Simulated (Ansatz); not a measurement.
Crystal: GaN.

```
Ga N
1.0
     3.18000    0.00000    0.00000
    -1.59000    2.75396    0.00000
     0.00000    0.00000    5.16600
Ga N
2 2
Cartesian
  1.5900 0.9180 2.5830
  0.0000 1.8360 0.0000
  1.5900 0.9180 4.5203
  0.0000 1.8360 1.9373
```

* Program: Ansatz 0.2.0
* Task: relaxation of cell and atoms
* Functional: PBE
* Potentials or basis: Ansatz PAW
* Cutoff: 420 eV (not typed: the program's choice for these potentials)
* k mesh: 10 × 10 × 5
* Occupations: fermi-dirac, width 0.05 eV
* Spin: no spin polarisation

At the start: volume 11.31 Å³/atom.

**Question.** How do energy, volume and symmetry change on relaxing?

**Answer.** It ends after 7 steps and the volume is 11.76 Å³/atom (+4.0 %); space group P6_3mc (No. 186, to 0.05 Å).

Step by step:
```csv
step,energy change (eV),largest force (eV/Å),volume (Å³)
1,0.0000,0.1370,45.24
2,-0.0297,0.0979,46.27
3,-0.0344,0.0458,46.95
4,-0.0345,0.0069,46.98
5,-0.0410,0.0066,46.98
6,-0.0409,0.0000,47.03
7,-0.0410,0.0001,47.03
```

Final structure:
```
Ga N
1.0
     3.21835    0.00000    0.00000
    -1.60918    2.78717    0.00000
     0.00000    0.00000    5.24310
Ga N
2 2
Direct
  0.66667 0.33333 0.49914
  0.33333 0.66667 0.99914
  0.66667 0.33333 0.87586
  0.33333 0.66667 0.37586
```

Caveat: the plane-wave basis is chosen anew once the cell has moved, so the energies of steps on either side of that aren't comparable; the pressure holds a Pulay correction of +0.5 GPa for the finite cutoff.
